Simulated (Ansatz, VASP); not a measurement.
# Sb in VASP and in Ansatz

```
CELL_PARAMETERS angstrom
0.00000 2.50324 2.12776
2.50324 0.00000 2.12776
2.50324 2.50324 0.00000
ATOMIC_POSITIONS crystal
Sb 0.00000 0.00000 0.00000
```

Alike in both runs: task single point; functional LDA; k mesh 20 × 20 × 20; occupations gaussian, width 0.15 eV; no spin polarisation.

```csv
,VASP,Ansatz
version,VASP 6.6.1,Ansatz 0.2.0
potentials or method,"VASP PAW LDA potentials, release 64 (Sb)","scalar-relativistic, plane waves, PAW"
plane-wave cutoff (eV),520,420
valence electrons in the cell,5,15
```

```csv
,VASP,Ansatz,Ansatz less VASP
gap on the k mesh at the Fermi level (eV),none,none,-
pressure (GPa),-2.5,-2.5,-0.06
largest component of the traceless stress (GPa),2.48,2.47,-0.007
```

A gap of «none» marks a metal or a gap that the smearing closes. The two sets of potentials don't hold the same shells in valence.

The runs have no spin-orbit coupling, so splittings on Sb are missing.
